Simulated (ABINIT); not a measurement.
Here is an ABINIT 10.8.3 (patched build) calculation.

File run.abi:

```
ndtset 7
getwfk -1
scalecart1 3*0.9795861087
scalecart2 3*0.9864848297
scalecart3 3*0.9932883884
scalecart4 3*1.0000000000
scalecart5 3*1.0066227096
scalecart6 3*1.0131594038
scalecart7 3*1.0196128224

pp_dirpath "./"
pseudos "N.upf, B.upf"

acell 2.5639706028 2.5639706028 2.5639706028 Angstrom
rprim
     0.0000000000     0.7071067812     0.7071067812
     0.7071067812     0.0000000000     0.7071067812
     0.7071067812     0.7071067812     0.0000000000
ntypat 2
znucl 7 5
natom 2
typat 1 2
xred
     0.2500000000     0.2500000000     0.2500000000
     0.0000000000     0.0000000000     0.0000000000

ecut 1142.878222 eV

kptopt 1
ngkpt 13 13 13
nshiftk 1
shiftk 0.0 0.0 0.0

ixc -116133

nband 8
occopt 3
tsmear 0.00183747

nstep 100
tolvrs 1.0e-10

iomode 3
prtwf 1
prtden 0
prteig 0
prtebands 0
```

Potentials or basis: PseudoDojo NC SR PBEsol v0.4 stringent.

Run with:

```bash
$ abinit run.abi > log 2>&1
```

(1) What does it give for the equilibrium volume?

(2) Estimate the bulk modulus.

(3) Predict the pressure derivative of the bulk modulus.

Answers

(1) 5.87 Å³/atom.

(2) 385 GPa.

(3) 3.7.

Caveat: pressures at fixed basis lie under the slope of the energies.

**Measured values to compare with.**

“Effect of nanostructuration on compressibility of cubic BN”, 2012, arxiv:1208.3664 quotes, for a bulk crystal of BN at 300 K: bulk modulus 395 ± 2 GPa.

A measured bulk modulus of BN is 395 GPa (300 K; quoted in “Effect of nanostructuration on compressibility of cubic BN”, 2012, arxiv:1208.3664); the calculated 385 GPa misses it by -2.5 %. The fit is for a static lattice scaled at fixed shape and fixed fractional positions.
